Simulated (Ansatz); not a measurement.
## S: distorted cells

Level of theory: DFT PBEsol, scalar-relativistic, plane waves, PAW (Ansatz 0.2.0).

Settings: cutoff 420 eV, Γ-centred mesh 8×8×12 on the computed 4-atom cell, Gaussian smearing of 0.10 eV; no spin polarisation.

Reference cell:

```
CELL_PARAMETERS angstrom
5.67805 0.00000 0.00000
0.00000 5.67805 0.00000
0.00000 0.00000 2.94962
ATOMIC_POSITIONS crystal
S 0.88339 0.88339 0.50000
S 0.11661 0.11661 0.50000
S 0.38339 0.61661 0.00000
S 0.61661 0.38339 0.00000
```

Each variant moves atoms of this cell by the vectors given, if any (Å), and then applies a symmetric strain (tensor components, Cartesian axes). The reference cell isn't relaxed at this level. Energies are per atom at zero smearing, counted from the lowest variant. Pressure is positive in compression.

1. strain (xx yy zz yz xz xy, %) -0.34 -1.16 -0.48 -0.35 0.12 -0.31; moves: S1 (0.025, 0.059, -0.097); S2 (-0.030, -0.064, 0.026); S3 (0.066, -0.013, 0.105); S4 (-0.061, 0.017, -0.034)
2. strain (xx yy zz yz xz xy, %) -2.68 -3.38 -0.03 0.00 0.00 1.93; moves: S1 (0.054, -0.016, 0.000); S2 (-0.024, -0.003, 0.000); S3 (0.034, 0.061, 0.000); S4 (-0.063, -0.042, 0.000)
3. strain (xx yy zz yz xz xy, %) -0.56 -0.56 -2.06 0.00 0.00 0.00; moves: S1 (-0.017, 0.080, 0.058); S2 (0.017, -0.080, 0.058); S3 (0.080, 0.017, -0.058); S4 (-0.080, -0.017, -0.058)

```json
{"variant": "1", "ΔE (meV/atom)": "151.9", "P (GPa)": "11.77", "largest force (eV/Å)": "7.39", "gap on mesh (eV)": "0", "space group": "P1"}
{"variant": "2", "ΔE (meV/atom)": "?", "P (GPa)": "?", "largest force (eV/Å)": "?", "gap on mesh (eV)": "?", "space group": "?"}
{"variant": "3", "ΔE (meV/atom)": "48.3", "P (GPa)": "8.91", "largest force (eV/Å)": "4.64", "gap on mesh (eV)": "0", "space group": "P-4"}
```

Task: Give the withheld rows.

Result:
```csv
variant,ΔE (meV/atom),P (GPa),largest force (eV/Å),gap on mesh (eV),space group
2,0.0,7.09,4.19,0,Pm
```

Each cell of S holds layers, chains or molecules, and where no dispersion correction was added their binding is poorly described. Spin polarisation was left out, and a magnetic state may lie lower.

This form isn't the element's structure at ambient conditions.